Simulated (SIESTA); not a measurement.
Mg3Sb2: equation of state with PBEsol

The system is Mg3Sb2.

```xyz
5
Lattice="4.5820 0.0000 0.0000 -2.2910 3.9681 0.0000 0.0000 0.0000 7.2440" Properties=species:S:1:pos:R:3 pbc="T T T"
Sb    2.2910    1.3227    5.5417
Sb    0.0000    2.6454    1.7023
Mg    0.0000    0.0000    0.0000
Mg    2.2910    1.3227    2.6803
Mg    0.0000    2.6454    4.5637
```

```
Program             : SIESTA 5.4.2
Task                : equation of state
Functional          : PBEsol
Potentials or basis : PseudoDojo 0.4 standard (PBEsol files)
Basis               : DZP (energy shift 0.003 Ry; two zetas on semicore shells)
Grid cutoff         : 800 Ry
Energy shift        : 0.003 Ry
k mesh              : 7 × 7 × 4
Occupations         : fermi-dirac, width 0.05 eV
Spin                : no spin polarisation
```

* Equilibrium volume: 26.87 Å³/atom
* Bulk modulus at fixed shape and positions: 44 GPa
* Pressure derivative of the bulk modulus: 3.9

Energy against volume, from the lowest point:
```csv
volume (Å³/atom),energy (meV/atom)
24.762,25.89
25.288,14.07
25.815,6.07
26.342,1.48
26.869,0.00
27.396,1.36
27.923,5.31
```

All runs of the series together: 7.5 min on 1 thread of Intel(R) Xeon(R) Platinum 8488C (Sapphire Rapids) (shared host).

Caveat: the cell was scaled at fixed shape and fractional positions, which overstates the stiffness of a crystal with free parameters, most of all of layers and chains; the basis of atomic orbitals isn't converged, which shifts pressures, moduli and gaps. Spin-orbit coupling is left out, which matters for the levels of Sb.
